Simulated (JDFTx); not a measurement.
# Pd (Fm-3m) in JDFTx: notebook

One crystal, Pd, is run at these levels: PBE; tasks: band structure.

Everything below comes from runs of JDFTx 1.7.0 (patched build). Logs are shortened: lines on timing, memory, paths and dates and some standing lists are left out, and cuts for length are marked. The log counts tension as positive stress, the text compression.

## Step 1: The structure

The structure is cubic, space group Fm-3m (No. 225). Conventional cell: a = 3.893 Å, b = 3.893 Å, c = 3.893 Å, α = 90.00°, β = 90.00°, γ = 90.00°. Pd (site symmetry m-3m) is surrounded by 12 Pd at 2.75 Å.

## Step 2: Band structure, PBE

File bands.in:

```
include Pd.lattice
coords-type Lattice
include Pd.ionpos

ion-species pseudo/Pd.upf
elec-cutoff 41
elec-ex-corr gga-PBE
elec-smearing Fermi 0.0018374661
elec-n-bands 15
electronic-minimize nIterations 30 energyDiffThreshold 1e-06
davidson-band-ratio 1.3
forces-output-coords Cartesian
include path.kpoints
symmetries none
fix-electron-density run.$VAR

dump-name bands.$VAR
dump End Ecomponents EigStats BandEigs Kpoints Forces
```

File Pd.lattice:

```
lattice \
    0.0000000000     3.6783519016     3.6783519016 \
    3.6783519016     0.0000000000     3.6783519016 \
    3.6783519016     3.6783519016     0.0000000000
```

File Pd.ionpos:

```
ion Pd     0.0000000000     0.0000000000     0.0000000000 1
```

File path.kpoints:

```
kpoint +0.0000000000 +0.0000000000 +0.0000000000 0.020000000000
kpoint +0.0714285714 +0.0000000000 +0.0714285714 0.020000000000
kpoint +0.1428571429 +0.0000000000 +0.1428571429 0.020000000000
kpoint +0.2142857143 +0.0000000000 +0.2142857143 0.020000000000
kpoint +0.2857142857 +0.0000000000 +0.2857142857 0.020000000000
kpoint +0.3571428571 +0.0000000000 +0.3571428571 0.020000000000
kpoint +0.4285714286 +0.0000000000 +0.4285714286 0.020000000000
kpoint +0.5000000000 +0.0000000000 +0.5000000000 0.020000000000
kpoint +0.5000000000 +0.0833333333 +0.5833333333 0.020000000000
kpoint +0.5000000000 +0.1666666667 +0.6666666667 0.020000000000
kpoint +0.5000000000 +0.2500000000 +0.7500000000 0.020000000000
kpoint +0.4375000000 +0.3125000000 +0.7500000000 0.020000000000
kpoint +0.3750000000 +0.3750000000 +0.7500000000 0.020000000000
kpoint +0.3281250000 +0.3281250000 +0.6562500000 0.020000000000
kpoint +0.2812500000 +0.2812500000 +0.5625000000 0.020000000000
kpoint +0.2343750000 +0.2343750000 +0.4687500000 0.020000000000
kpoint +0.1875000000 +0.1875000000 +0.3750000000 0.020000000000
kpoint +0.1406250000 +0.1406250000 +0.2812500000 0.020000000000
kpoint +0.0937500000 +0.0937500000 +0.1875000000 0.020000000000
kpoint +0.0468750000 +0.0468750000 +0.0937500000 0.020000000000
kpoint +0.0000000000 +0.0000000000 +0.0000000000 0.020000000000
kpoint +0.0833333333 +0.0833333333 +0.0833333333 0.020000000000
kpoint +0.1666666667 +0.1666666667 +0.1666666667 0.020000000000
kpoint +0.2500000000 +0.2500000000 +0.2500000000 0.020000000000
kpoint +0.3333333333 +0.3333333333 +0.3333333333 0.020000000000
kpoint +0.4166666667 +0.4166666667 +0.4166666667 0.020000000000
kpoint +0.5000000000 +0.5000000000 +0.5000000000 0.020000000000
kpoint +0.5250000000 +0.4500000000 +0.5250000000 0.020000000000
kpoint +0.5500000000 +0.4000000000 +0.5500000000 0.020000000000
kpoint +0.5750000000 +0.3500000000 +0.5750000000 0.020000000000
kpoint +0.6000000000 +0.3000000000 +0.6000000000 0.020000000000
kpoint +0.6250000000 +0.2500000000 +0.6250000000 0.020000000000
kpoint +0.5625000000 +0.2500000000 +0.6875000000 0.020000000000
kpoint +0.5000000000 +0.2500000000 +0.7500000000 0.020000000000
kpoint +0.5000000000 +0.2916666667 +0.7083333333 0.020000000000
kpoint +0.5000000000 +0.3333333333 +0.6666666667 0.020000000000
kpoint +0.5000000000 +0.3750000000 +0.6250000000 0.020000000000
kpoint +0.5000000000 +0.4166666667 +0.5833333333 0.020000000000
kpoint +0.5000000000 +0.4583333333 +0.5416666667 0.020000000000
kpoint +0.5000000000 +0.5000000000 +0.5000000000 0.020000000000
kpoint +0.4791666667 +0.4791666667 +0.5416666667 0.020000000000
kpoint +0.4583333333 +0.4583333333 +0.5833333333 0.020000000000
kpoint +0.4375000000 +0.4375000000 +0.6250000000 0.020000000000
kpoint +0.4166666667 +0.4166666667 +0.6666666667 0.020000000000
kpoint +0.3958333333 +0.3958333333 +0.7083333333 0.020000000000
kpoint +0.3750000000 +0.3750000000 +0.7500000000 0.020000000000
kpoint +0.6250000000 +0.2500000000 +0.6250000000 0.020000000000
kpoint +0.5833333333 +0.1666666667 +0.5833333333 0.020000000000
kpoint +0.5416666667 +0.0833333333 +0.5416666667 0.020000000000
kpoint +0.5000000000 +0.0000000000 +0.5000000000 0.020000000000
```

Potentials or basis: PseudoDojo-SR-PBE-0.4.1-standard with smoothed tails.

Started as:

```
$ jdftx -c 1 -i bands.in -o bands.out
```

Log:

```text
*************** JDFTx 1.7.0 (patched build) ***************

Input parsed successfully to the following command list (including defaults):
[... the input with its defaults ...]

---------- Initializing the Grid ----------
R =
[            0      3.67835      3.67835  ]
[      3.67835            0      3.67835  ]
[      3.67835      3.67835            0  ]
unit cell volume = 99.5382
G =
[  -0.854076   0.854076   0.854076  ]
[   0.854076  -0.854076   0.854076  ]
[   0.854076   0.854076  -0.854076  ]
Minimum fftbox size, Smin = [  32  32  32  ]
Chosen fftbox size, S = [  32  32  32  ]

---------- Exchange Correlation functional ----------
Initalized PBE GGA exchange.
Initalized PBE GGA correlation.

---------- Setting up pseudopotentials ----------
Width of ionic core gaussian charges (only for fluid interactions / plotting) set to 0

Reading pseudopotential file 'pseudo/Pd.upf':
  'Pd' pseudopotential, 'PBE' functional
  Generated using ONCVPSP code by D. R. Hamann
  18 valence electrons, 3 orbitals, 6 projectors, 1001 radial grid points, with lMax = 2
    4S    l: 0   occupation:  2.0   eigenvalue: -3.135885
    4P    l: 1   occupation:  6.0   eigenvalue: -1.881528
    4D    l: 2   occupation: 10.0   eigenvalue: -0.148752
  Core radius for overlap checks: 1.48 bohrs.

Initialized 1 species with 1 total atoms.

Folded 50 k-points by 1x1x1 to 50 k-points.

---------- Setting up k-points, bands, fillings ----------
No reducable k-points.
Computing the number of bands and number of electrons
Calculating initial fillings.
nElectrons:  18.000000   nBands: 15   nStates: 50

----- Setting up reduced wavefunction bases (one per k-point) -----
average nbasis = 1246.520 , ideal nbasis = 1248.129

---------- Setting up ewald sum ----------
Optimum gaussian width for ewald sums = 1.875234 bohr.
Real space sum over 2197 unit cells with max indices [  6  6  6  ]
Reciprocal space sum over 2197 terms with max indices [  6  6  6  ]

---------- Allocating electronic variables ----------
Reading n from file 'run.n' ... done
Initializing wave functions:  linear combination of atomic orbitals
Note: number of bands (15) exceeds available atomic orbitals (9)

----------- Band structure minimization -------------
Minimization will be done independently for each quantum number.

---- Minimization of quantum number:     0  [ +0.0000000 +0.0000000 +0.0000000 ]  0.040000000 ----
BandDavidson: Iter:   0  Eband: +0.260677920200021
BandDavidson: Iter:   1  Eband: +0.242285018973739  dEband: -1.839290e-02
BandDavidson: Iter:   2  Eband: +0.234072899009099  dEband: -8.212120e-03
BandDavidson: Iter:   3  Eband: +0.232232518013438  dEband: -1.840381e-03
[... 570 lines of inner loops ...]
BandDavidson: Iter:   4  Eband: +0.201658796834903  dEband: -1.392416e-06
BandDavidson: Iter:   5  Eband: +0.201658579926008  dEband: -2.169089e-07
BandDavidson: Converged (dEband<1.000000e-06)
	FillingsUpdate:  mu: +0.730183943  nElectrons: 18.000000
WARNING: these k-points are no uniform mesh, so that mu and the fillings of partly filled bands are only those of these points: take mu from the calculation that made the density or potential.

Dumping 'bands.eigStats' ...
	eMin: -2.364475 at state 0 ( [ +0.000000 +0.000000 +0.000000 ] spin 0 )
	HOMO: +0.730022 at state 6 ( [ +0.428571 +0.000000 +0.428571 ] spin 0 )
	mu  : +0.730184
	LUMO: +0.730790 at state 47 ( [ -0.416667 +0.166667 -0.416667 ] spin 0 )
	eMax: +1.821227 at state 44 ( [ +0.395833 +0.395833 -0.291667 ] spin 0 )
	HOMO-LUMO gap: +0.000768
	Optical gap  : +0.012560 at state 7 ( [ +0.500000 +0.000000 +0.500000 ] spin 0 )
Done!
[note: mu, HOMO and LUMO in a band run belong to the points of the path alone and aren't those of the crystal]
```

Wall time 5.3 s (1 thread of Arm Neoverse V2, shared host); peak memory 0.09 GiB.

What came out:

- Band gap along the path: none (metal or under the smearing width)

Levels at the corners of the path, in eV from the Fermi level:
| point | band 6 | band 7 | band 8 | band 9 | band 10 | band 11 | band 12 | band 13 |
| --- | --- | --- | --- | --- | --- | --- | --- | --- |
| Γ | -2.82 | -2.82 | -2.82 | -1.21 | -1.21 | 17.45 | 22.19 | 22.19 |
| X | -5.09 | -0.03 | 0.31 | 0.31 | 3.38 | 10.79 | 13.31 | 13.31 |
| W | -3.37 | -3.37 | -1.30 | 0.31 | 8.94 | 8.94 | 10.46 | 11.63 |
| K | -4.14 | -1.96 | -0.94 | -0.14 | 7.14 | 8.14 | 10.86 | 16.00 |
| Γ | -2.82 | -2.82 | -2.82 | -1.21 | -1.21 | 17.45 | 22.19 | 22.19 |
| L | -2.87 | -2.87 | -0.01 | -0.01 | 1.03 | 7.34 | 16.77 | 21.28 |
| U | -4.14 | -1.96 | -0.94 | -0.14 | 7.14 | 8.14 | 10.86 | 16.00 |
| W | -3.37 | -3.37 | -1.30 | 0.31 | 8.94 | 8.94 | 10.46 | 11.63 |
| L | -2.87 | -2.87 | -0.01 | -0.01 | 1.03 | 7.34 | 16.77 | 21.28 |
| K | -4.14 | -1.96 | -0.94 | -0.14 | 7.14 | 8.14 | 10.86 | 16.00 |
| U | -4.14 | -1.96 | -0.94 | -0.14 | 7.14 | 8.14 | 10.86 | 16.00 |
| X | -5.09 | -0.03 | 0.31 | 0.31 | 3.38 | 10.79 | 13.31 | 13.31 |

## Step 3: Band structure, PBE, spin-orbit coupling, no magnetisation

bands.in: that of step 2 with these lines changed.

```diff
@@ -8,3 +8,4 @@
 elec-smearing Fermi 0.0018374661
-elec-n-bands 15
+elec-n-bands 30
+spintype spin-orbit
 electronic-minimize nIterations 30 energyDiffThreshold 1e-06
```

Pd.lattice is that of step 2.

Pd.ionpos is that of step 2.

path.kpoints is that of step 2.

Potentials or basis: PseudoDojo-FR-PBE-0.4-standard with smoothed tails.

Started as:

```
$ jdftx -c 1 -i bands.in -o bands.out
```

It took 22 s on 1 thread of Arm Neoverse V2, shared host; peak memory 0.1 GiB.

It converged, with:

| Quantity | Value |
| --- | --- |
| Band gap along the path | none (metal or under the smearing width) |

Levels at the corners of the path, in eV from the Fermi level:
| point | band 14 | band 15 | band 16 | band 17 | band 18 | band 19 | band 20 | band 21 | band 22 | band 23 |
| --- | --- | --- | --- | --- | --- | --- | --- | --- | --- | --- |
| Γ | -2.97 | -2.66 | -2.66 | -1.19 | -1.19 | -1.19 | -1.19 | 17.43 | 17.43 | 22.00 |
| X | -0.10 | 0.18 | 0.18 | 0.47 | 0.47 | 3.34 | 3.34 | 10.78 | 10.78 | 13.05 |
| W | -3.34 | -1.30 | -1.30 | 0.30 | 0.30 | 8.73 | 8.73 | 9.10 | 9.10 | 10.45 |
| K | -1.98 | -0.95 | -0.95 | -0.13 | -0.13 | 7.11 | 7.11 | 8.14 | 8.14 | 10.85 |
| Γ | -2.97 | -2.66 | -2.66 | -1.19 | -1.19 | -1.19 | -1.19 | 17.43 | 17.43 | 22.00 |
| L | -2.73 | -0.11 | -0.11 | 0.09 | 0.09 | 1.01 | 1.01 | 7.33 | 7.33 | 16.74 |
| U | -1.98 | -0.95 | -0.95 | -0.13 | -0.13 | 7.11 | 7.11 | 8.14 | 8.14 | 10.85 |
| W | -3.34 | -1.30 | -1.30 | 0.30 | 0.30 | 8.73 | 8.73 | 9.10 | 9.10 | 10.45 |
| L | -2.73 | -0.11 | -0.11 | 0.09 | 0.09 | 1.01 | 1.01 | 7.33 | 7.33 | 16.74 |
| K | -1.98 | -0.95 | -0.95 | -0.13 | -0.13 | 7.11 | 7.11 | 8.14 | 8.14 | 10.85 |
| U | -1.98 | -0.95 | -0.95 | -0.13 | -0.13 | 7.11 | 7.11 | 8.14 | 8.14 | 10.85 |
| X | -0.10 | 0.18 | 0.18 | 0.47 | 0.47 | 3.34 | 3.34 | 10.78 | 10.78 | 13.05 |
